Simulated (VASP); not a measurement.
# Sn (I4_1/amd) in VASP: a series of runs

Aim: see how the results for Sn move with the level of theory and the settings. Levels: PBE+D3(BJ), PBEsol. Tasks: relaxation of cell and atoms.

Everything below comes from runs of VASP 6.6.1. Logs are shortened: lines on timing, memory, paths and dates and some standing lists are left out, and cuts for length are marked.

**1. Starting point**

It takes space group I4_1/amd (No. 141, tetragonal). The conventional cell has a = 5.839 Å, b = 5.839 Å, c = 3.188 Å, α = 90.00°, β = 90.00°, γ = 90.00°. Sn (site symmetry -4m2) has 6 Sn at 3.03 to 3.19 Å as nearest neighbours.

**2. Relaxation of cell and atoms, PBE+D3(BJ)**

INCAR reads:

```
SYSTEM = Sn
PREC     = Accurate       ! precision mode
ENCUT    = 600            ! plane-wave cutoff, eV
EDIFF    = 1E-6           ! SCF threshold, eV
ISMEAR   = 1              ! smearing method
SIGMA    = 0.1            ! smearing width, eV
LREAL    = .FALSE.        ! projectors in reciprocal space
LASPH    = .TRUE.         ! aspherical terms in the spheres
NELM     = 80             ! most SCF steps
ALGO     = Normal         ! electronic algorithm
ISIF     = 3              ! what is computed and relaxed
LWAVE    = .FALSE.        ! write WAVECAR
LCHARG   = .FALSE.        ! write CHGCAR
GGA      = PE             ! functional
IVDW     = 12             ! dispersion correction
IBRION   = 2              ! ionic algorithm
NSW      = 90             ! ionic steps
EDIFFG   = -0.01          ! ionic threshold
```

KPOINTS reads:

```
Automatic mesh
0
G
  16 16 16
  0 0 0
```

POSCAR reads:

```
Sn
1.0
   -2.9196440750      2.9196440750      1.5938000000
    2.9196440750     -2.9196440750      1.5938000000
    2.9196440750      2.9196440750     -1.5938000000
Sn
2
Direct
    0.0000000000      0.0000000000      0.0000000000
    0.7500000000      0.2500000000      0.5000000000
```

Potentials or basis: VASP PAW PBE potentials, release 64 (Sn_d).

The run is started by

```sh
$ cat potpaw_PBE.64/Sn_d/POTCAR > POTCAR
$ mpirun -np 1 vasp_std > vasp.out
```

OUTCAR:

```text
SYSTEM = Sn
   PREC = Accurate
   ENCUT = 600
   EDIFF = 1E-6
   ISMEAR = 1
   LREAL = .FALSE.
   LASPH = .TRUE.
   NELM = 80
   ISIF = 3
   GGA = PE
   IVDW = 12
   IBRION = 2
   NSW = 90
   EDIFFG = -0.01
 IVDW          = 12

 ion  position               nearest neighbor table
   1  0.000  0.000  0.000-   2 3.03   2 3.03   2 3.03   2 3.03
   2  0.750  0.250  0.500-   1 3.03   1 3.03   1 3.03   1 3.03

  LATTYP: Found a body centered tetragonal cell.
 ALAT       =     5.8392881500
 C/A-ratio  =     0.5458884573

  Lattice vectors:

 A1 = (  -2.9196440750,   2.9196440750,   1.5938000000)
 A2 = (   2.9196440750,  -2.9196440750,   1.5938000000)
 A3 = (   2.9196440750,   2.9196440750,  -1.5938000000)

Analysis of symmetry for initial positions (statically):
=====================================================================
 Subroutine PRICEL returns:
 Original cell was already a primitive cell.

 Routine SETGRP: Setting up the symmetry group for a
 body centered tetragonal supercell.

 Subroutine GETGRP returns: Found 16 space group operations
 (whereof  8 operations were pure point group operations)
 out of a pool of 16 trial point group operations.

The static configuration has the point symmetry D_2d.
 The point group associated with its full space group is D_4h.

Analysis of symmetry for dynamics (positions and initial velocities):
=====================================================================
 Subroutine PRICEL returns:
 Original cell was already a primitive cell.

 Routine SETGRP: Setting up the symmetry group for a
 body centered tetragonal supercell.

 Subroutine GETGRP returns: Found 16 space group operations
 (whereof  8 operations were pure point group operations)
 out of a pool of 16 trial point group operations.

The dynamic configuration has the point symmetry D_2d.
 The point group associated with its full space group is D_4h.

 Subroutine INISYM returns: Found 16 space group operations
 (whereof  8 operations are pure point group operations),
 and found     1 'primitive' translations

----------------------------------------------------------------------------------------

                                     Primitive cell

  volume of cell :      54.3443

  direct lattice vectors                    reciprocal lattice vectors
    -2.919644075  2.919644075  1.593800000     0.000000000  0.171253751  0.313715648
     2.919644075 -2.919644075  1.593800000     0.171253751  0.000000000  0.313715648
     2.919644075  2.919644075 -1.593800000     0.171253751  0.171253751  0.000000000

  length of vectors
     4.425928320  4.425928320  4.425928320     0.357414822  0.357414822  0.242189378

  position of ions in fractional coordinates (direct lattice)
     0.000000000  0.000000000  0.000000000
     0.750000000  0.250000000  0.500000000

  ion indices of the primitive-cell ions
   primitive index   ion index
                 1           1
                 2           2

----------------------------------------------------------------------------------------

 KPOINTS: Automatic mesh

Automatic generation of k-mesh.
 Grid dimensions read from file:
 generate k-points for:   16   16   16

 Generating k-lattice:

  Cartesian coordinates                     Fractional coordinates (reciprocal lattice)
     0.000000000  0.010703359  0.019607228     0.062500000 -0.000000000  0.000000000
     0.010703359  0.000000000  0.019607228    -0.000000000  0.062500000  0.000000000
     0.010703359  0.010703359  0.000000000     0.000000000  0.000000000  0.062500000

  Length of vectors
     0.022338426  0.022338426  0.015136836

  Shift w.r.t. Gamma in fractional coordinates (k-lattice)
     0.000000000  0.000000000  0.000000000

 Subroutine IBZKPT returns following result:
 ===========================================

 Found    349 irreducible k-points:

 Following reciprocal coordinates:
            Coordinates               Weight
  0.000000  0.000000  0.000000      1.000000
  0.062500  0.000000  0.000000      8.000000
  0.125000  0.000000  0.000000      8.000000
  0.187500  0.000000 -0.000000      8.000000
  0.250000  0.000000  0.000000      8.000000
  0.312500  0.000000 -0.000000      8.000000
[... 16 lines left out ...]
 -0.125000  0.062500  0.000000     16.000000
 -0.062500  0.062500  0.000000      4.000000
 [... further k-points ...]
   k-points           NKPTS =    349   k-points in BZ     NKDIM =    349   number of bands    NBANDS=     18
   number of dos      NEDOS =    301   number of ions     NIONS =      2
   total plane-waves  NPLWV =  46656
   dimension x,y,z NGX =    36 NGY =   36 NGZ =   36
   dimension x,y,z NGXF=    72 NGYF=   72 NGZF=   72
   ions per type =               2
   NGX,Y,Z   is equivalent  to a cutoff of  13.52, 13.52, 13.52 a.u.
   NGXF,Y,Z  is equivalent  to a cutoff of  27.04, 27.04, 27.04 a.u.
 SYSTEM =  Sn
   PREC   = accura    normal or accurate (medium, high low for compatibility)
[... 48 lines left out ...]

 number of electron      27.9999999 magnetization

 Free energy of the ion-electron system (eV)
  ---------------------------------------------------
  ext. energy  EPLUGINS =         0.00000000
  ---------------------------------------------------
  free energy    TOTEN  =        -7.59544364 eV

  energy without entropy =       -7.59525977  energy(sigma->0) =       -7.59538235

------------------------ aborting loop because EDIFF is reached ----------------------------------------

 Edisp (eV)   -0.77822

 E8    (eV) :    -0.3762

  FORCE on cell =-STRESS in cart. coord.  units (eV):
  Direction    XX          YY          ZZ          XY          YZ          ZX
  --------------------------------------------------------------------------------------
  -------------------------------------------------------------------------------------
  Total       0.10490     0.10490    -0.18296     0.00000     0.00000     0.00000
  in kB       3.09255     3.09255    -5.39405     0.00000     0.00000     0.00000
  external pressure =        0.26 kB  Pullay stress =        0.00 kB

 VOLUME and BASIS-vectors are now :
 -----------------------------------------------------------------------------
  energy-cutoff  :      600.00
  volume of cell :       54.34
      direct lattice vectors                 reciprocal lattice vectors
    -2.919644075  2.919644075  1.593800000     0.000000000  0.171253751  0.313715648
     2.919644075 -2.919644075  1.593800000     0.171253751  0.000000000  0.313715648
     2.919644075  2.919644075 -1.593800000     0.171253751  0.171253751  0.000000000
[... 41 lines left out ...]
 POSITION                                       TOTAL-FORCE (eV/Angst)
 -----------------------------------------------------------------------------------
      2.92703      2.92703      1.58677        -0.000000      0.000000     -0.000000
     -0.00000      2.92703      0.79338         0.000000     -0.000000      0.000000
 -----------------------------------------------------------------------------------
    total drift:                                0.000000      0.000000     -0.000000

  FREE ENERGIE OF THE ION-ELECTRON SYSTEM (eV)
  ---------------------------------------------------
  free  energy   TOTEN  =        -8.3745989565 eV

  energy  without entropy=       -8.3743410211  energy(sigma->0) =       -8.37451298

--------------------------------------- Ionic step        3  -------------------------------------------

 number of electron      27.9999997 magnetization

 Free energy of the ion-electron system (eV)
  ---------------------------------------------------
  ext. energy  EPLUGINS =         0.00000000
  ---------------------------------------------------
  free energy    TOTEN  =        -7.59728815 eV

  energy without entropy =       -7.59709482  energy(sigma->0) =       -7.59722371

 E-fermi :   7.9654     XC(G=0): -10.2946

 val. band max:        7.9493350646   @ k =  -0.4375   0.1875   0.0000
 cond. band min:       7.9863827526   @ k =   0.4375   0.3750  -0.0000
 fundamental gap:      0.0370476880
 Fermi energy:         7.9654037223

 k-point     1 :       0.0000    0.0000    0.0000
  band No.  band energies     occupation
      1     -13.7045      2.00000
      2     -13.6313      2.00000
      3     -13.5805      2.00000
      4     -13.5775      2.00000
      5     -13.4191      2.00000
      6     -13.4191      2.00000
[... 10 lines left out ...]
     17      14.0915      0.00000
     18      14.9115      0.00000
[... 463 lines left out ...]
 k-point    24 :      -0.0625    0.0625    0.0000
  band No.  band energies     occupation
      1     -13.7012      2.00000
      2     -13.6318      2.00000
      3     -13.5794      2.00000
      4     -13.5778      2.00000
      5     -13.4206      2.00000
      6     -13.4175      2.00000
[... 10 lines left out ...]
     17      13.8800      0.00000
     18      14.9698      0.00000

 [... further k-points ...]

------------------------ aborting loop because EDIFF is reached ----------------------------------------

 Edisp (eV)   -0.77747

 E8    (eV) :    -0.3758

  FORCE on cell =-STRESS in cart. coord.  units (eV):
  Direction    XX          YY          ZZ          XY          YZ          ZX
  --------------------------------------------------------------------------------------
  -------------------------------------------------------------------------------------
  Total       0.00413     0.00413    -0.00543     0.00000    -0.00000     0.00000
  in kB       0.12159     0.12159    -0.15992     0.00000    -0.00000     0.00000
  external pressure =        0.03 kB  Pullay stress =        0.00 kB

 VOLUME and BASIS-vectors are now :
 -----------------------------------------------------------------------------
  energy-cutoff  :      600.00
  volume of cell :       54.40
      direct lattice vectors                 reciprocal lattice vectors
    -2.931085593  2.931085593  1.582906048     0.000000000  0.170585261  0.315874717
     2.931085593 -2.931085593  1.582906048     0.170585261  0.000000000  0.315874717
     2.931085593  2.931085593 -1.582906048     0.170585261  0.170585261  0.000000000

 POSITION                                       TOTAL-FORCE (eV/Angst)
 -----------------------------------------------------------------------------------
      0.00000      0.00000      0.00000         0.000000     -0.000000      0.000000
      0.00000      2.93109      0.79145        -0.000000      0.000000     -0.000000
 -----------------------------------------------------------------------------------
    total drift:                               -0.000000      0.000000     -0.000000

  FREE ENERGIE OF THE ION-ELECTRON SYSTEM (eV)
  ---------------------------------------------------
  free  energy   TOTEN  =        -8.3747533559 eV

  energy  without entropy=       -8.3745600242  energy(sigma->0) =       -8.37468891

 reached required accuracy - stopping structural energy minimisation
```

Wall time 5.9 min (1 thread of Intel Xeon Platinum 8488C (Sapphire Rapids), shared host); peak memory 0.5 GiB.

Results:

```yaml
Free_energy: -8.3748 eV
Relaxed_volume: 27.20 Å³/atom
Relaxed_cell: a = 4.437 Å, b = 4.437 Å, c = 4.437 Å, α = 97.31°, β = 97.31°, γ = 138.20°
Space_group_after_relaxing_to_0.05_Å: I4_1/amd (No. 141)
Energy_gained_by_relaxing: 0.5 meV/atom
Ionic_steps: 3
Pressure_after_relaxing: 0.0 GPa
Band_gap_on_the_k_mesh: none (metal or under the smearing width)
Dispersion_energy_per_atom: -0.389 eV
```

Step by step:
```csv
step,energy change (eV),largest force (eV/Å),pressure (GPa),volume (Å³)
1,0.0000,0.0000,0.03,54.34
2,-0.0009,0.0000,0.04,54.38
3,-0.0011,0.0000,0.00,54.40
```

Final structure:
```
Sn
1.0
    -2.93109    2.93109    1.58291
     2.93109   -2.93109    1.58291
     2.93109    2.93109   -1.58291
Sn
2
Direct
  0.00000 0.00000 0.00000
  0.75000 0.25000 0.50000
```

Caveat: pairwise dispersion overbinds metals, which lowers pressure and volume.

**3. Relaxation of cell and atoms, PBE+D3(BJ)**

Changes to INCAR since step 2:

```diff
@@ -3,3 +3,3 @@
 ENCUT    = 600            ! plane-wave cutoff, eV
-EDIFF    = 1E-6           ! SCF threshold, eV
+EDIFF    = 1E-7           ! SCF threshold, eV
 ISMEAR   = 1              ! smearing method
@@ -17,2 +17,2 @@
 NSW      = 90             ! ionic steps
-EDIFFG   = -0.01          ! ionic threshold
+EDIFFG   = -0.005         ! ionic threshold
```

KPOINTS is that of step 2.

POSCAR reads:

```
Sn                                      
1.0
   -2.9310855930      2.9310855930      1.5829060483
    2.9310855930     -2.9310855930      1.5829060483
    2.9310855930      2.9310855930     -1.5829060483
  Sn            
     2
Direct
     0.0000000000000000    0.0000000000000000    0.0000000000000000
     0.7500000000000000    0.2500000000000000    0.5000000000000000
```

Potentials or basis: VASP PAW PBE potentials, release 64 (Sn_d).

The run is started by

```sh
$ cat potpaw_PBE.64/Sn_d/POTCAR > POTCAR
$ mpirun -np 1 vasp_std > vasp.out
```

Run time: 6.5 min. Hardware: 1 thread of Intel Xeon Platinum 8488C (Sapphire Rapids), shared host; peak memory 0.49 GiB.

Results (log left out):

```yaml
Free_energy: -8.3748 eV
Relaxed_volume: 27.19 Å³/atom
Relaxed_cell: a = 4.437 Å, b = 4.437 Å, c = 4.437 Å, α = 97.31°, β = 97.31°, γ = 138.20°
Space_group_after_relaxing_to_0.05_Å: I4_1/amd (No. 141)
Energy_gained_by_relaxing: 0.0 meV/atom
Ionic_steps: 3
Pressure_after_relaxing: 0.0 GPa
Band_gap_on_the_k_mesh: none (metal or under the smearing width)
Dispersion_energy_per_atom: -0.389 eV
```

Final structure:
```
Sn
1.0
    -2.93078    2.93078    1.58256
     2.93078   -2.93078    1.58256
     2.93078    2.93078   -1.58256
Sn
2
Direct
  0.00000 0.00000 0.00000
  0.75000 0.25000 0.50000
```

Levels at points of the mesh, in eV from the Fermi level:
```csv
k point,band 12,band 13,band 14,band 15,band 16,band 17
"(0.00, 0.00, 0.00)",-3.74,-2.02,-2.02,2.93,6.13,6.13
"(0.50, 0.00, 0.00)",-5.38,-2.34,-1.75,-1.12,2.25,2.82
"(0.50, 0.50, 0.00)",-8.92,0.53,0.53,1.49,1.49,6.13
"(0.50, 0.50, 0.50)",-7.60,-4.82,-4.82,5.18,5.18,9.24
```

Caveat: pairwise dispersion overbinds metals, which lowers pressure and volume.

**4. Relaxation of cell and atoms, PBEsol**

INCAR reads:

```
SYSTEM = Sn
ALGO = Normal ; EDIFF = 1E-6
EDIFFG = -0.01 ; ENCUT = 600
GGA = PS ; IBRION = 2
ISIF = 3 ; ISMEAR = 1
LASPH = .TRUE. ; LCHARG = .FALSE.
LREAL = .FALSE. ; LWAVE = .FALSE.
NELM = 80 ; NSW = 90
PREC = Accurate ; SIGMA = 0.1
```

KPOINTS reads:

```
k-points
0
G
  16 16 16
  0 0 0
```

POSCAR reads:

```
Sn
1.0
   -2.9196440750      2.9196440750      1.5938000000
    2.9196440750     -2.9196440750      1.5938000000
    2.9196440750      2.9196440750     -1.5938000000
Sn
2
Direct
    0.0000000000      0.0000000000      0.0000000000
    0.7500000000      0.2500000000      0.5000000000
```

The run is started by

```sh
$ cat potpaw_PBE.64/Sn_d/POTCAR > POTCAR
$ mpirun -np 1 vasp_std > vasp.out
```

Wall time 8.4 min (1 thread of Intel Xeon 6975P-C (Granite Rapids), shared host); peak memory 0.49 GiB.

It converged, with:

| Quantity | Value |
| --- | --- |
| Free energy | -8.5235 eV |
| Relaxed volume | 26.85 Å³/atom |
| Relaxed cell | a = 4.419 Å, b = 4.419 Å, c = 4.419 Å, α = 97.30°, β = 97.30°, γ = 138.22° |
| Space group after relaxing (to 0.05 Å) | I4_1/amd (No. 141) |
| Energy gained by relaxing | 1.1 meV/atom |
| Ionic steps | 7 |
| Pressure after relaxing | 0.0 GPa |
| Band gap on the k mesh | none (metal or under the smearing width) |

Step by step:
| step | energy change (eV) | largest force (eV/Å) | pressure (GPa) | volume (Å³) |
| --- | --- | --- | --- | --- |
| 1 | 0.0000 | 0.0000 | -0.61 | 54.34 |
| 2 | -0.0019 | 0.0000 | 0.18 | 53.53 |
| 3 | -0.0019 | 0.0000 | 0.12 | 53.60 |
| 4 | -0.0022 | 0.0000 | 0.03 | 53.67 |
| 5 | -0.0022 | 0.0000 | 0.05 | 53.69 |
| 6 | -0.0022 | 0.0000 | 0.02 | 53.72 |
| 7 | -0.0022 | 0.0000 | 0.02 | 53.70 |

Final structure:
```yaml
crystal:
  lattice:
    - [-2.91915, 2.91915, 1.57546]
    - [2.91915, -2.91915, 1.57546]
    - [2.91915, 2.91915, -1.57546]
  atoms:
    - { symbol: Sn, position: [0.00000, 0.00000, 0.00000] }
    - { symbol: Sn, position: [0.75000, 0.25000, 0.50000] }
```

Levels at points of the mesh, in eV from the Fermi level:
| k point | band 10 | band 11 | band 12 | band 13 | band 14 | band 15 | band 16 | band 17 | band 18 |
| --- | --- | --- | --- | --- | --- | --- | --- | --- | --- |
| (0.00, 0.00, 0.00) | -21.06 | -11.24 | -3.73 | -2.05 | -2.05 | 2.89 | 6.18 | 6.18 | 7.04 |
| (0.50, 0.00, 0.00) | -21.12 | -6.91 | -5.42 | -2.35 | -1.77 | -1.13 | 2.23 | 2.85 | 4.70 |
| (0.50, 0.50, 0.00) | -21.19 | -8.99 | -8.99 | 0.54 | 0.54 | 1.50 | 1.50 | 6.19 | 6.19 |
| (0.50, 0.50, 0.50) | -21.26 | -7.64 | -7.64 | -4.90 | -4.90 | 5.23 | 5.23 | 9.34 | 9.34 |

Caveat: the PAW data sets were made with another functional, which shifts forces and pressure a little.

**5. Relaxation of cell and atoms, PBEsol**

This run uses another cell than the first one, of 26.85 Å³/atom, 0.988 times its volume.

Changes to INCAR since step 4:

```diff
@@ -1,4 +1,4 @@
 SYSTEM = Sn
-ALGO = Normal ; EDIFF = 1E-6
-EDIFFG = -0.01 ; ENCUT = 600
+ALGO = Normal ; EDIFF = 1E-7
+EDIFFG = -0.005 ; ENCUT = 600
 GGA = PS ; IBRION = 2
```

KPOINTS is that of step 4.

POSCAR reads:

```
Sn                                      
1.0
   -2.9191470742      2.9191470742      1.5754629660
    2.9191470742     -2.9191470742      1.5754629660
    2.9191470742      2.9191470742     -1.5754629660
  Sn            
     2
Direct
     0.0000000000000000    0.0000000000000000    0.0000000000000000
     0.7500000000000000    0.2500000000000000    0.5000000000000000
```

The run is started by

```sh
$ cat potpaw_PBE.64/Sn_d/POTCAR > POTCAR
$ mpirun -np 1 vasp_std > vasp.out
```

Run time: 2.3 min. Hardware: 1 thread of Intel Xeon 6975P-C (Granite Rapids), shared host; peak memory 0.46 GiB.

Results (log left out):

```yaml
Free_energy: -8.5234 eV
Pressure_after_relaxing: 0.0 GPa
Band_gap_on_the_k_mesh: none (metal or under the smearing width)
```

Final structure:
```xyz
2
Lattice="-2.9191 2.9191 1.5755 2.9191 -2.9191 1.5755 2.9191 2.9191 -1.5755" Properties=species:S:1:pos:R:3 pbc="T T T"
Sn    0.0000    0.0000    0.0000
Sn    0.0000    2.9191    0.7877
```

Levels at points of the mesh, in eV from the Fermi level:
| k point | band 10 | band 11 | band 12 | band 13 | band 14 | band 15 | band 16 | band 17 | band 18 |
| --- | --- | --- | --- | --- | --- | --- | --- | --- | --- |
| (0.00, 0.00, 0.00) | -21.06 | -11.24 | -3.73 | -2.05 | -2.05 | 2.89 | 6.18 | 6.18 | 7.07 |
| (0.50, 0.00, 0.00) | -21.12 | -6.91 | -5.42 | -2.35 | -1.77 | -1.13 | 2.23 | 2.85 | 4.70 |
| (0.50, 0.50, 0.00) | -21.19 | -8.99 | -8.99 | 0.54 | 0.54 | 1.50 | 1.50 | 6.19 | 6.19 |
| (0.50, 0.50, 0.50) | -21.26 | -7.64 | -7.64 | -4.90 | -4.90 | 5.23 | 5.23 | 9.34 | 9.34 |

Caveat: the relaxation stopped at its first step, so nothing moved; the PAW data sets were made with another functional, which shifts forces and pressure a little.
